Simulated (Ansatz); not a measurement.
## V_N in AlN (P6_3mc): which k-points does the level need?

Question: how much does the k-point sampling change the (+1/0) level of V_N in AlN (P6_3mc), and what does each choice cost? Model: a cell of 128 host atoms with 1 N taken out.

Calculated with Ansatz 0.2.0; plane-wave PAW DFT; relaxations with PBEsol, then single points with PBEsol, on supercells at fixed charge in a uniform background.

Most raw output is cut from this account.

**1. Set-up**

The cell holds 127 atoms: 64 Al and 63 N. Its edges and angles: a = 14.686 Å, b = 14.686 Å, c = 11.753 Å, α = 125.1°, β = 125.1°, γ = 94.5°. It derives from AlN (space group P6_3mc). Nearest the centre at fractional (0.554, 0.637, 0.750): Al102 at 1.89 Å, Al55 at 1.89 Å, Al117 at 1.89 Å, Al51 at 1.90 Å, N112 at 3.07 Å, N124 at 3.07 Å, N109 at 3.07 Å, N32 at 3.07 Å. The cell carries charge +1.

Screening for the image-charge correction: ε∞ = (4.50, 4.50, 4.73), ε0 = (8.20, 8.20, 9.74), computed on the host (DFPT, PBEsol).

The cell's shortest repeat is 11.8 Å.

**2. Relaxing both charge states, PBEsol**

The study needs fixed structures, so each charge is relaxed once, at one point at (¼, ¼, ¼), from small random displacements that break the symmetry of the site.

Input file qp1.relax/input.yaml:

```yaml
crystal:
  lattice:
    - [-4.67041106, 2.69646303, 4.9836768]
    - [4.67041106, -2.69646303, 4.9836768]
    - [1.55680365, 2.69646308, -4.9836768]
  atoms:
    - { symbol: Al, position: [0.416184, 0.08285, 0.0] }
    - { symbol: Al, position: [0.416184, 0.58285, 0.5] }
    - { symbol: Al, position: [0.916184, 0.08285, 0.5] }
    - { symbol: Al, position: [0.916184, 0.58285, 0.0] }
    - { symbol: Al, position: [0.33285, 0.166184, 0.5] }
    - { symbol: Al, position: [0.33285, 0.666184, 0.0] }
    - { symbol: Al, position: [0.83285, 0.166184, 0.0] }
    - { symbol: Al, position: [0.83285, 0.666184, 0.5] }
    - { symbol: "N", position: [0.10715, 0.273816, 0.5] }
    - { symbol: "N", position: [0.10715, 0.773816, 0.0] }
    - { symbol: "N", position: [0.60715, 0.273816, 0.0] }
    - { symbol: "N", position: [0.60715, 0.773816, 0.5] }
    - { symbol: "N", position: [0.023816, 0.35715, 0.0] }
    - { symbol: "N", position: [0.023816, 0.85715, 0.5] }
    - { symbol: "N", position: [0.523816, 0.35715, 0.5] }
    - { symbol: "N", position: [0.523816, 0.85715, 0.0] }
  supercell: [2, 2, 2]
  defects: [{ vacancy: 120 }]
total_charge: 1
basis:
  ecutwfc: 420
  xc_grid: 2
hamiltonian:
  xc: pbesol
  pseudopotentials: { kind: paw, azcp: { folder: soft_1 }, xc_functional: pbe }
kpoints:
  mp_grid: { grid: [1, 1, 1], shift: [0.25, 0.25, 0.25] }
scf:
  occupations: { method: fixed }
  max_iter: 80
output:
  forces: true
  charged_corrections:
    epsilon: [4.5, 4.5, 4.73]
    static_epsilon: [8.2, 8.2, 9.74]
    defect_position: [0.553575, 0.636908, 0.75]
relax:
  f_tol: 0.015
  max_steps: 60
  random_displacement: { amplitude: 0.04, seed: 2998 }
checkpoint:
  write: "../qp1.relax.run"
  compress: false
  write_wavefunctions: true
  write_every: 100000
```

Started as:

```bash
> ansatz run input.yaml --threads 32 --pin off --max-ram 84787MiB --backend cuda --events-out ev --progress --plain --runs-dir out --max-vram 78GiB
```

Run time: 5.4 s. Hardware: 1 × NVIDIA GB200 with 32 threads of Arm Neoverse V2, shared host; peak memory 1.5 GiB; 22 s of CPU time.

Relaxation path:

```csv
step,energy less that of the first step (eV),largest force component (eV/Å)
1,0.0000,1.3751
2,-1.5043,0.8154
3,-2.1709,0.0544
4,-2.1725,0.0335
5,-2.1727,0.0078
```

The atoms that moved most (Å, from the sites as typed, ahead of the random displacement, the mean shift of all atoms taken out):

```
 atom      dx      dy      dz  length
 Al51   0.001   0.000  -0.086   0.086
Al117  -0.036   0.021   0.005   0.042
Al102   0.036   0.020   0.008   0.042
 Al55   0.001  -0.041   0.008   0.041
 N126   0.010  -0.005  -0.017   0.020
 N124   0.000   0.011  -0.014   0.017
  N94  -0.001   0.001   0.017   0.017
 N112  -0.009  -0.005  -0.013   0.017
```

Neighbours of the ideal centre at the end:

```csv
atom,distance (Å)
Al117,1.931
Al55,1.934
Al102,1.938
Al51,1.985
N126,3.053
N94,3.054
N32,3.057
N124,3.058
N109,3.060
N112,3.061
Al114,3.095
N90,3.099
N107,3.102
N12,3.102
N108,3.106
N59,3.107
```

```csv
charge,moment set (μB),steps,largest displacement (Å),time
0,1,9,0.11,11 s
+1,0,5,0.09,5.4 s
```

The relaxation ends 17 meV an atom lower than the displaced start, with a largest force component of 0.0078 eV/Å.

**3. First setting: the zone centre alone**

The defect state overlaps with its images and forms a narrow band, so the k-points decide which part of that band enters the energy. A point off the zone centre usually averages it better, but needs complex orbitals and more time.

Input file qp1.kg/input.yaml:

```yaml
crystal:
  checkpoint: "../qp1.relax.run"
  host: checkpoint
total_charge: 1
basis:
  ecutwfc: 420
  xc_grid: 2
hamiltonian:
  xc: pbesol
  pseudopotentials: { kind: paw, azcp: { folder: soft_1 }, xc_functional: pbe }
kpoints:
  mp_grid: { grid: [1, 1, 1] }
scf:
  occupations: { method: fixed }
  max_iter: 80
output:
  forces: true
  charged_corrections:
    epsilon: [4.5, 4.5, 4.73]
    static_epsilon: [8.2, 8.2, 9.74]
    defect_position: [0.553575, 0.636908, 0.75]
  eigenvalues: true
checkpoint:
  read: "../qp1.relax.run"
  write: "../qp1.kg.run"
  compress: false
  write_wavefunctions: false
  write_every: 100000
```

Wall time 1.7 s (1 × NVIDIA GB200 with 32 threads); peak memory 1.2 GiB.

Both charges and the host at this setting go to place-levels, which corrects for the image charge and aligns the potentials.

Input file levels.kg.yaml:

```yaml
host:
  run: host.kg.run
states: [q0_M1.kg.run, qp1.kg.run]
geometry_from:
  q0_M1.kg.run: q0_M1.relax.run
  qp1.kg.run: qp1.relax.run
  host.kg.run: host.relax.run
chemical_potentials:
  "N":
    energy: -378.476431
    dataset: "<sha256 of the dataset>"
```

Started as:

```bash
> ansatz place-levels levels.kg.yaml -- --threads 32 --pin off --max-ram 84787MiB
```

The job ended after 0.16 s (32 threads).

At this setting the gap is 4.091 eV and (+1/0) lies 3.370 eV above the valence top.

**4. The other settings**

In the defect's inputs only the studied keys change. One input of each further setting:

qp1.kq/input.yaml, as its differences from qp1.kg/input.yaml of step 3:

```diff
@@ -11,3 +11,3 @@
 kpoints:
-  mp_grid: { grid: [1, 1, 1] }
+  mp_grid: { grid: [1, 1, 1], shift: [0.25, 0.25, 0.25] }
 scf:
@@ -24,3 +24,3 @@
   read: "../qp1.relax.run"
-  write: "../qp1.kg.run"
+  write: "../qp1.kq.run"
   compress: false
```

qp1.km0/input.yaml, as its differences from qp1.kq/input.yaml of step 4:

```diff
@@ -11,3 +11,3 @@
 kpoints:
-  mp_grid: { grid: [1, 1, 1], shift: [0.25, 0.25, 0.25] }
+  mp_grid: { grid: [2, 2, 2] }
 scf:
@@ -24,3 +24,3 @@
   read: "../qp1.relax.run"
-  write: "../qp1.kq.run"
+  write: "../qp1.km0.run"
   compress: false
```

qp1.kms/input.yaml, as its differences from qp1.km0/input.yaml of step 4:

```diff
@@ -11,3 +11,3 @@
 kpoints:
-  mp_grid: { grid: [2, 2, 2] }
+  mp_grid: { grid: [2, 2, 2], shift: [0.5, 0.5, 0.5] }
 scf:
@@ -24,3 +24,3 @@
   read: "../qp1.relax.run"
-  write: "../qp1.km0.run"
+  write: "../qp1.kms.run"
   compress: false
```

qp1.km3/input.yaml, as its differences from qp1.kms/input.yaml of step 4:

```diff
@@ -11,3 +11,3 @@
 kpoints:
-  mp_grid: { grid: [2, 2, 2], shift: [0.5, 0.5, 0.5] }
+  mp_grid: { grid: [3, 3, 3] }
 scf:
@@ -24,3 +24,3 @@
   read: "../qp1.relax.run"
-  write: "../qp1.kms.run"
+  write: "../qp1.km3.run"
   compress: false
```

qp1.km4/input.yaml, as its differences from qp1.km3/input.yaml of step 4:

```diff
@@ -11,3 +11,3 @@
 kpoints:
-  mp_grid: { grid: [3, 3, 3] }
+  mp_grid: { grid: [4, 4, 4], shift: [0.5, 0.5, 0.5] }
 scf:
@@ -24,3 +24,3 @@
   read: "../qp1.relax.run"
-  write: "../qp1.km3.run"
+  write: "../qp1.km4.run"
   compress: false
```

**5. Result against cost**

Times of the states on 1 × NVIDIA GB200 with 32 threads of Arm Neoverse V2, shared host; the host is run again at each setting:

```
        k-point sampling  gap (eV)  (+1/0) above the valence top (eV)  under the conduction bottom (eV)  level less that at a 4×4×4 shifted mesh (meV)  time, both charge states  time, host and placing  peak memory of a state (GiB)
   the zone centre alone     4.091                              3.370                             0.721                                             48                     3.8 s                   2.2 s                           1.6
one point at (¼, ¼, ¼) *     4.098                              3.260                             0.839                                            -62                     3.6 s                   2.3 s                           1.7
  a 2×2×2 Γ-centred mesh     4.097                              3.320                             0.776                                             -1                     7.6 s                   2.2 s                           1.7
    a 2×2×2 shifted mesh     4.097                              3.320                             0.776                                             -1                     6.2 s                   3.1 s                           1.8
  a 3×3×3 Γ-centred mesh     4.097                              3.321                             0.775                                              0                      15 s                   3.6 s                           2.0
    a 4×4×4 shifted mesh     4.097                              3.321                             0.775                                              0                      30 s                   3.4 s                           2.4
```

* started from the relaxation's converged state in the same settings, so its time is no fair cost.

**6. Results**

```
(plus 1/0) level, the zone centre alone  : 3.37 eV
(plus 1/0) level, one point at (¼, ¼, ¼) : 3.26 eV
(plus 1/0) level, a 2×2×2 Γ-centred mesh : 3.32 eV
(plus 1/0) level, a 2×2×2 shifted mesh   : 3.32 eV
(plus 1/0) level, a 3×3×3 Γ-centred mesh : 3.32 eV
(plus 1/0) level, a 4×4×4 shifted mesh   : 3.32 eV
```

Over the settings in the table the level spans 0.110 eV; a 2×2×2 Γ-centred mesh, a 2×2×2 shifted mesh and a 3×3×3 Γ-centred mesh lie within 0.02 eV of the reference (a 4×4×4 shifted mesh, 3.32 eV). The largest miss of the level above the valence top is 62 meV, with one point at (¼, ¼, ¼). Here the quarter point misses by more than the zone centre, against the usual rule. Only the charges 0 and +1 were run, each from one start, so (+1/0) need not be a change between stable states. Keep in mind: PBEsol makes the gap too small and tends to spread out bound carriers.

[Logs are printed without paths, hosts, clocks, repeated set-up lines and the standing remarks that a program may print on its own settings, such as how far it seeks lower states.]

[Hosts, paths, dates, database ids (printed as entryN), source tags and the programs' standing remarks are cut or masked in the printed files.]

[Where a table of states has a column of steps, it counts the stored structures, which are thinned; the runs took as many ionic steps or more.]

[For some hosts the program warned that the k-mesh of the response run may be too coarse for force constants and the static dielectric constant; such warnings are not shown here.]
